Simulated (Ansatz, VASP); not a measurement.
## Two plane-wave programs on RbBr

POSCAR

```
RbBr
1.0
    0.0000000000      3.3909232400      3.4608320474
    3.4608320474      0.0000000000      3.4608320474
    3.4608320474      3.3909232400      0.0000000000
Rb Br
1 1
Direct
    0.0000000000      0.0000000000      0.0000000000
    0.5000000000      0.5000000000      0.5000000000
```

Contents of INCAR.step1:

```
ALGO     = Normal         # electronic algorithm
EDIFF    = 1E-4           # SCF threshold, eV
ENCUT    = 520            # plane-wave cutoff, eV
GGA      = PE             # functional
ISMEAR   = 0              # smearing method
LASPH    = True           # aspherical terms in the spheres
LCHARG   = False          # write CHGCAR
LREAL    = False          # projectors in reciprocal space
LWAVE    = True           # write WAVECAR
NBANDS   = 15             # bands
NELM     = 100            # most SCF steps
PREC     = Accurate       # precision mode
SIGMA    = 0.01           # smearing width, eV
```

File INCAR.step2:

```
ALGO     = Normal         # electronic algorithm
EDIFF    = 1E-7           # SCF threshold, eV
ENCUT    = 520            # plane-wave cutoff, eV
ISIF     = 2              # what is computed and relaxed
ISMEAR   = 0              # smearing method
ISTART   = 1            
LASPH    = True           # aspherical terms in the spheres
LCHARG   = True           # write CHGCAR
LELF     = True           # ELF
LMIXTAU  = True         
LREAL    = False          # projectors in reciprocal space
LVHAR    = True         
LWAVE    = False          # write WAVECAR
METAGGA  = R2SCAN         # meta-GGA
NBANDS   = 15             # bands
NELM     = 100            # most SCF steps
PREC     = Accurate       # precision mode
SIGMA    = 0.01           # smearing width, eV
```

Contents of KPOINTS:

```
k-points
0
Gamma
  6 6 6
```

Input for Ansatz:

```yaml
crystal:
  lattice:
    - [0.0, 3.39092324, 3.4608320474]
    - [3.4608320474, 0.0, 3.4608320474]
    - [3.4608320474, 3.39092324, 0.0]
  atoms:
    - { symbol: Rb, position: [0.0, 0.0, 0.0] }
    - { symbol: Br, position: [0.5, 0.5, 0.5] }
kpoints:
  mp_grid: { grid: [6, 6, 6] }
  band_path:
    path:
      - [0.0, 0.0, 0.0]
      - [0.5, 0.0, 0.5]
      - [0.625, 0.25, 0.625]
      - [0.375, 0.375, 0.75]
      - [0.5, 0.5, 0.5]
      - [0.5, 0.25, 0.75]
    npoints: 1
hamiltonian:
  xc: r2scan
scf:
  occupations: { method: fixed }
  n_extra_bands: 4
output:
  forces: true
  stress: true
  eigenvalues: true
```

Change from the starting cell: uniaxial_y strain -2.0%.

Alike in both runs: task single point; functional r2SCAN; k mesh 6 × 6 × 6; no spin polarisation.

```csv
,VASP,Ansatz
version,VASP 6.6.1,Ansatz 0.2.0
potentials or method,"VASP PAW PBE potentials, release 64 (Rb_sv, Br)","plane waves, PAW"
plane-wave cutoff (eV),520,500
occupations,"gaussian, width 0.01 eV",fixed
valence electrons in the cell,16,16
```

|  | VASP | Ansatz | Ansatz less VASP |
| --- | --- | --- | --- |
| gap on the k mesh at the Fermi level (eV) | 4.93 | 4.93 | +0.001 |
| pressure (GPa) | 0.4 | 0.4 | -0.02 |
| largest component of the traceless stress (GPa) | 0.49 | 0.49 | -0.004 |

Caveats: the PAW data sets were made with another functional, which shifts forces and pressure a little (VASP).
